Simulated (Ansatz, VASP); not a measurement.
# Two plane-wave programs on Cu

```
Cu
1.0
     2.59344    0.00000    0.00000
    -1.29672    2.24598    0.00000
     0.00000    0.00000    4.23505
Cu
2
Direct
  0.33333 0.66667 0.25000
  0.66667 0.33333 0.75000
```

Alike in both runs: task relaxation of shape and atoms at fixed volume; functional PBE; k mesh 18 × 18 × 10; occupations gaussian, width 0.1 eV; no spin polarisation.

|  | VASP | Ansatz |
| --- | --- | --- |
| version | VASP 6.6.1 | Ansatz 0.2.0 |
| potentials or method | VASP PAW PBE potentials, release 64 (Cu) | scalar-relativistic, plane waves, PAW |
| plane-wave cutoff (eV) | 600 | 420 |
| valence electrons in the cell | 22 | 38 |

```tsv
	VASP	Ansatz	Ansatz less VASP
gap on the k mesh at the Fermi level, each at its own relaxed structure (eV)	none	none	-
relaxed volume (Å³/atom)	12.33	12.33	0.000
relaxed cell length with the largest relative difference (Å)	2.593	2.593	0.0000
```

A gap of «none» marks a metal or a gap that the smearing closes. The two sets of potentials don't hold the same shells in valence.

Caveats: the relaxation stopped at its first step, so nothing moved.
